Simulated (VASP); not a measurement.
# PbSe (Fm-3m) in VASP: single point with PBE0

Aim: the single point of PbSe with PBE0.

Program: VASP 6.6.1. These are calculated values, not measurements. Logs are shortened: lines on timing, memory, paths and dates and some standing lists are left out, and cuts for length are marked.

**Measured values to compare with.**

From a printed reference work, monograph, for a bulk crystal of PbSe at 300 K: band gap 0.28 eV (direct).

How close the calculation comes is told below.

### 1 The cell of the first run

Symmetry: Fm-3m, No. 225, cubic system. The conventional cell has a = 6.139 Å, b = 6.139 Å, c = 6.139 Å, α = 90.00°, β = 90.00°, γ = 90.00°. Within 4.0 Å of Pb (site symmetry m-3m) lie 6 Se at 3.07 Å. Se (site symmetry m-3m) has 6 Pb at 3.07 Å within 4.0 Å.

### 2 Single point, PBE0

Contents of POSCAR:

```
PbSe
1.0
    0.0000000000      3.0696893610      3.0696893610
    3.0696893610      0.0000000000      3.0696893610
    3.0696893610      3.0696893610      0.0000000000
Pb Se
1 1
Direct
    0.0000000000      0.0000000000      0.0000000000
    0.5000000000      0.5000000000      0.5000000000
```

Contents of INCAR.step1:

```
SYSTEM = PbSe
PREC = Accurate
ENCUT = 520
EDIFF = 1E-5
ISMEAR = 0
SIGMA = 0.01
LREAL = .FALSE.
LASPH = .TRUE.
NELM = 100
ALGO = Normal
ISIF = 2
LWAVE = .TRUE.
LCHARG = .FALSE.
NBANDS = 17
GGA = PE
```

Contents of INCAR.step2:

```
SYSTEM = PbSe
PREC = Accurate
ENCUT = 520
EDIFF = 1E-6
ISMEAR = 0
SIGMA = 0.01
LREAL = .FALSE.
LASPH = .TRUE.
NELM = 100
ALGO = Normal
ISIF = 2
LWAVE = .FALSE.
LCHARG = .FALSE.
GGA = PE
LHFCALC = .TRUE.
AEXX = 0.25
PRECFOCK = Normal
NBANDS = 17
ISTART = 1
```

Contents of KPOINTS:

```
regular mesh
0
G
  6 6 6
  0 0 0
```

Potentials or basis: VASP PAW PBE potentials, release 64 (Pb_d, Se).

The run is started by

```sh
$ cat potpaw_PBE.64/Pb_d/POTCAR potpaw_PBE.64/Se/POTCAR > POTCAR
$ cp INCAR.step1 INCAR
$ mpirun -np 1 vasp_std > vasp.out
$ cp INCAR.step2 INCAR
$ mpirun -np 1 vasp_std > vasp.out
```

OUTCAR:

```text
SYSTEM = PbSe
   PREC = Accurate
   ENCUT = 520
   EDIFF = 1E-6
   ISMEAR = 0
   LREAL = .FALSE.
   LASPH = .TRUE.
   NELM = 100
   ISIF = 2
   GGA = PE
   LHFCALC = .TRUE.
   AEXX = 0.25
   PRECFOCK = Normal
   ISTART = 1

 ion  position               nearest neighbor table
   1  0.000  0.000  0.000-   2 3.07   2 3.07   2 3.07   2 3.07   2 3.07   2 3.07
   2  0.500  0.500  0.500-   1 3.07   1 3.07   1 3.07   1 3.07   1 3.07   1 3.07

  LATTYP: Found a face centered cubic cell.
 ALAT       =     6.1393787220

  Lattice vectors:

 A1 = (   0.0000000000,   3.0696893610,   3.0696893610)
 A2 = (   3.0696893610,   0.0000000000,   3.0696893610)
 A3 = (   3.0696893610,   3.0696893610,   0.0000000000)

Analysis of symmetry for initial positions (statically):
=====================================================================
 Subroutine PRICEL returns:
 Original cell was already a primitive cell.

 Routine SETGRP: Setting up the symmetry group for a
 face centered cubic supercell.

 Subroutine GETGRP returns: Found 48 space group operations
 (whereof 48 operations were pure point group operations)
 out of a pool of 48 trial point group operations.

The static configuration has the point symmetry O_h .

Analysis of symmetry for dynamics (positions and initial velocities):
=====================================================================
 Subroutine PRICEL returns:
 Original cell was already a primitive cell.

 Routine SETGRP: Setting up the symmetry group for a
 face centered cubic supercell.

 Subroutine GETGRP returns: Found 48 space group operations
 (whereof 48 operations were pure point group operations)
 out of a pool of 48 trial point group operations.

The dynamic configuration has the point symmetry O_h .

 Subroutine INISYM returns: Found 48 space group operations
 (whereof 48 operations are pure point group operations),
 and found     1 'primitive' translations

----------------------------------------------------------------------------------------

                                     Primitive cell

  volume of cell :      57.8513

  direct lattice vectors                    reciprocal lattice vectors
     0.000000000  3.069689361  3.069689361    -0.162882931  0.162882931  0.162882931
     3.069689361  0.000000000  3.069689361     0.162882931 -0.162882931  0.162882931
     3.069689361  3.069689361  0.000000000     0.162882931  0.162882931 -0.162882931

[... 80 lines left out ...]
   ISIF   =      2    stress and relaxation
   ISYM   =      3    0-nonsym 1-usesym 2-fastsym
   POTIM  = 0.5000    time-step for ionic-motion
   TEBEG  =    0.0;   TEEND  =   0.0 temperature during run
   PSTRESS=    0.0 pullay stress
   NELECT =      20.0000    total number of electrons
   NUPDOWN=      -1.0000    fix difference up-down
   EMIN   =  10.00;   EMAX   =-10.00  energy-range for DOS
   EFERMI =   0.00;   METHOD = LEGACY
   ISMEAR =     0;   SIGMA  =   0.01  broadening in eV -4-tet -1-fermi 0-gaus
   EFERMI_NEDOS =   21; number of points for ismear=-14 and -15
   IALGO  =     38    algorithm
   IMIX   =      1    mixing-type and parameters
     AMIX     =   0.40;   BMIX     =  1.00
     AMIX_MAG =   1.60;   BMIX_MAG =  1.00
  volume/ion in A,a.u.               =      28.93       195.20
  Fermi-wavevector in a.u.,A,eV,Ry     =   1.148983  2.171264 17.961905  1.320163
  Thomas-Fermi vector in A             =   2.285655
   LORBIT       =      0    0 simple, 1 ext, 2 COOP (PROOUT), +10 PAW based schemes
   GGA     = PE    functional components
   LHFCALC =     T    Hartree Fock is set to
   PRECFOCK=normal    Normal, Fast or Accurate (Low or Medium for compatibility)
   ENCUT4O =  -1.0   cutoff for four orbital integrals eV
   NKREDX  =     1    reduce k-point grid by
   NKREDY  =     1    reduce k-point grid by
   NKREDZ  =     1    reduce k-point grid by
   AEXX    =    0.2500 exact exchange contribution
   HFSCREEN=    0.0000 screening length (either q_TF or 0.3 A-1)
   HFSCREENC=   0.0000 screening length for correlation (either q_TF or 0.3 A-1)
   ENCUTFOCK=  -1.0 apply spherical cutoff to Coloumb kernel
   IVDW    =     0    specifies the selected vdW correction
   LEPSILON=     F    determine dielectric tensor
   LRPA    =     F    only Hartree local field effects (RPA)
 non-spin polarized calculation
 Gauss-broadening in eV      SIGMA  =   0.01
  energy-cutoff  :      520.00
  volume of cell :       57.85
 maximum number of plane-waves:      1588
  NGX = 28; NGY = 28; NGZ = 28

 number of electron      19.9999997 magnetization

 Free energy of the ion-electron system (eV)
  ---------------------------------------------------
  ext. energy  EPLUGINS =         0.00000000
  ---------------------------------------------------
  free energy    TOTEN  =       -10.74158475 eV

  energy without entropy =      -10.74158475  energy(sigma->0) =      -10.74158475

 E-fermi :   4.4494     XC(G=0):  -7.5107

 val. band max:        4.3757801914   @ k =   0.5000   0.0000   0.0000
 cond. band min:       5.6944481084   @ k =   0.5000   0.0000   0.0000
 fundamental gap:      1.3186679170
 Fermi energy:         4.4494024800

 k-point     1 :       0.0000    0.0000    0.0000
  band No.  band energies     occupation
      1     -14.3575      2.00000
      2     -14.3575      2.00000
      3     -14.3511      2.00000
      4     -14.3511      2.00000
      5     -14.3511      2.00000
      6     -10.7042      2.00000
[... 297 lines left out ...]
      4     -14.3243      2.00000
      5     -14.3085      2.00000
      6      -9.1156      2.00000
[... 9 lines left out ...]
     16      17.6532      0.00000
     17      18.7030      0.00000

------------------------ aborting loop because EDIFF is reached ----------------------------------------

  FORCE on cell =-STRESS in cart. coord.  units (eV):
  Direction    XX          YY          ZZ          XY          YZ          ZX
  --------------------------------------------------------------------------------------
  -------------------------------------------------------------------------------------
  Total        0.2516933      0.2516933      0.2516933      0.0000000      0.0000000      0.0000000
  in kB        6.9705794      6.9705794      6.9705794      0.0000000      0.0000000      0.0000000
  external PRESSURE =       6.9705794 kB  Pullay stress =       0.0000000 kB

 VOLUME and BASIS-vectors are now :
 -----------------------------------------------------------------------------
  energy-cutoff  :      520.00
  volume of cell :       57.85
      direct lattice vectors                 reciprocal lattice vectors
     0.000000000  3.069689361  3.069689361    -0.162882931  0.162882931  0.162882931
     3.069689361  0.000000000  3.069689361     0.162882931 -0.162882931  0.162882931
     3.069689361  3.069689361  0.000000000     0.162882931  0.162882931 -0.162882931

 POSITION                                       TOTAL-FORCE (eV/Angst)
 -----------------------------------------------------------------------------------
      0.00000      0.00000      0.00000        -0.000000     -0.000000      0.000000
      3.06969      3.06969      3.06969         0.000000      0.000000     -0.000000
 -----------------------------------------------------------------------------------
    total drift:                               -0.000000     -0.000000      0.000000

  FREE ENERGIE OF THE ION-ELECTRON SYSTEM (eV)
  ---------------------------------------------------
  free  energy   TOTEN  =       -10.7415847492 eV

  energy  without entropy=      -10.7415847492  energy(sigma->0) =      -10.74158475
```

OUTCAR.step1:

```text
SYSTEM = PbSe
   PREC = Accurate
   ENCUT = 520
   EDIFF = 1E-5
   ISMEAR = 0
   LREAL = .FALSE.
   LASPH = .TRUE.
[... 530 lines left out ...]
      0.00000      0.00000      0.00000         0.000000     -0.000000     -0.000000
      3.06969      3.06969      3.06969         0.000000      0.000000      0.000000
 -----------------------------------------------------------------------------------
    total drift:                                0.000000     -0.000000     -0.000000

  FREE ENERGIE OF THE ION-ELECTRON SYSTEM (eV)
  ---------------------------------------------------
  free  energy   TOTEN  =        -8.1881735460 eV

  energy  without entropy=       -8.1881735460  energy(sigma->0) =       -8.18817355
```

OSZICAR.step1:

```text
N       E                     dE             d eps       ncg     rms          rms(c)
DAV:   1     0.159732050266E+03    0.15973E+03   -0.95883E+03   544   0.119E+03
DAV:   2     0.357750384152E+01   -0.15615E+03   -0.15058E+03   578   0.311E+02
DAV:   3    -0.818492500506E+01   -0.11762E+02   -0.11635E+02   694   0.903E+01
DAV:   4    -0.847172445979E+01   -0.28680E+00   -0.28662E+00   716   0.156E+01
DAV:   5    -0.848076817922E+01   -0.90437E-02   -0.90434E-02   756   0.268E+00    0.275E+00
DAV:   6    -0.818945883765E+01    0.29131E+00   -0.72340E-01   786   0.580E+00    0.155E+00
DAV:   7    -0.818512744901E+01    0.43314E-02   -0.12285E-01   627   0.168E+00    0.857E-01
DAV:   8    -0.818858456574E+01   -0.34571E-02   -0.13431E-02   661   0.124E+00    0.173E-01
DAV:   9    -0.818810044510E+01    0.48412E-03   -0.29289E-03   811   0.523E-01    0.512E-02
DAV:  10    -0.818816654972E+01   -0.66105E-04   -0.23165E-04   625   0.857E-02    0.188E-02
DAV:  11    -0.818817354603E+01   -0.69963E-05   -0.59977E-05   704   0.764E-02
   1 F= -.81881735E+01 E0= -.81881735E+01  d E =-.228203E-20
```

Wall time 1.8 h (1 thread of Intel Xeon Platinum 8259CL at 2.50GHz (Skylake/Cascade Lake), shared host); peak memory 0.22 GiB.

What came out:

```yaml
Free_energy: -10.7416 eV
Pressure: 0.7 GPa
Band_gap_on_the_k_mesh: 1.32 eV
```

Caveat: the PAW data sets were made with another functional, which shifts forces and pressure a little; spin-orbit coupling is left out, which moves the levels of the heavy elements.

### 3 How close it comes

Step 2. Against the measured gap of PbSe, 0.28 eV (direct; 300 K; a printed reference work, monograph), the calculated 1.32 eV is off by +1.04 eV. So large a miss can be the level of theory's own, or it may mean another phase, state or a wrong row. 2 values of this kind are on record (0.15 to 0.28 eV); this one was drawn at random. Spin-orbit coupling on Pb, Se is left out. The value is that of PBE0 on a finite k mesh, which can miss the band edges, without temperature or zero-point motion.
